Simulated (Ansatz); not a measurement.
**Ionic part of the dielectric constant of BN at -1 GPa, mode by mode**

Theory: DFT PBE+D3(BJ), scalar-relativistic, plane waves, PAW in Ansatz. Plane waves to 420 eV; Γ-centred k mesh 12×12×12; fixed occupations. No spin polarisation. Phonons by linear response, acoustic sum rule imposed.

Symmetry: R3m, No. 160, trigonal system. Conventional cell: a = 2.509 Å, b = 2.509 Å, c = 10.334 Å, α = 90.00°, β = 90.00°, γ = 120.00°. B (site symmetry 3m) has 3 N at 1.45 Å as nearest neighbours. N (site symmetry 3m) has 3 B at 1.45 Å as nearest neighbours.

The primitive cell has V = 18.78 Å³ and ε∞,zz = 2.513. Each polar mode adds Δε = (4.92064×10⁷/V)·S/ν² along z, with S its oscillator strength in e²/amu, ν in cm⁻¹ and V in Å³.

Q: From these modes, find each Δε and ε0,zz.
| ν (cm⁻¹) | S_zz (e²/amu) |
| --- | --- |
| 755.8 | 0.06876 |

A:
```
ν (cm⁻¹)    Δε
   755.8  0.32
```

The sum is 0.315, so ε0,zz = 2.83; the run's tensor has 2.83.

Q: Where do the longitudinal modes lie for a wave vector along z?

A: At 802 cm⁻¹. The Lyddane–Sachs–Teller product Π(ν_LO/ν_TO)² = 1.13 matches ε0/ε∞ = 1.13.

This form isn't the usual stable structure of the compound.

Cost: 1 run of about 0.89 core-minutes, on Intel Xeon Processor @ 2.70GHz (shared hosts).